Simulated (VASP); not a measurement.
The system is ZnS (Wurtzite-4H).

```
CELL_PARAMETERS angstrom
3.82270 0.00000 0.00000
-1.91135 3.31056 0.00000
0.00000 0.00000 12.52000
ATOMIC_POSITIONS crystal
Zn 0.66667 0.33333 0.75000
Zn 0.33333 0.66667 0.25000
Zn 0.00000 0.00000 0.50000
Zn 0.00000 0.00000 0.00000
S 0.66667 0.33333 0.93750
S 0.33333 0.66667 0.43750
S 0.00000 0.00000 0.68750
S 0.00000 0.00000 0.18750
```

```yaml
Program: VASP 6.6.1
Task: relaxation of cell and atoms
Functional: revPBE
Potentials_or_basis: VASP PAW PBE potentials, release 64 (Zn, S)
Cutoff: 600 eV
k_mesh: 8 × 8 × 3
Occupations: fermi-dirac, width 0.05 eV
Spin: no spin polarisation
```

At the start: pressure 3.3 GPa; volume 19.81 Å³/atom.

**Question.** How do energy, volume and symmetry change on relaxing?

**Answer.** Over 5 steps the energy falls by 9.6 meV/atom and the volume is 20.76 Å³/atom (+4.8 %); space group P6_3mc (No. 186, to 0.05 Å).

Step by step:
```csv
step,energy change (eV),largest force (eV/Å),pressure (GPa),volume (Å³)
1,0.0000,0.0435,3.31,158.44
2,-0.0723,0.0126,-0.83,168.01
3,-0.0766,0.0126,0.03,166.01
4,-0.0766,0.0126,-0.03,166.17
5,-0.0766,0.0071,0.00,166.08
```

Final structure:
```cif
data_structure
_symmetry_space_group_name_H-M 'P 1'
_symmetry_Int_Tables_number 1
_cell_length_a 3.8844
_cell_length_b 3.8844
_cell_length_c 12.7102
_cell_angle_alpha 90.000
_cell_angle_beta 90.000
_cell_angle_gamma 120.000
_cell_volume 166.08
loop_
_atom_site_label
_atom_site_type_symbol
_atom_site_fract_x
_atom_site_fract_y
_atom_site_fract_z
_atom_site_occupancy
Zn1 Zn 0.66667 0.33333 0.75003 1
Zn2 Zn 0.33333 0.66667 0.25003 1
Zn3 Zn 0.00000 0.00000 0.50006 1
Zn4 Zn 0.00000 0.00000 0.00006 1
S1 S 0.66667 0.33333 0.93758 1
S2 S 0.33333 0.66667 0.43758 1
S3 S 0.00000 0.00000 0.68733 1
S4 S 0.00000 0.00000 0.18733 1
```

Caveat: the PAW data sets were made with another functional, which shifts forces and pressure a little.
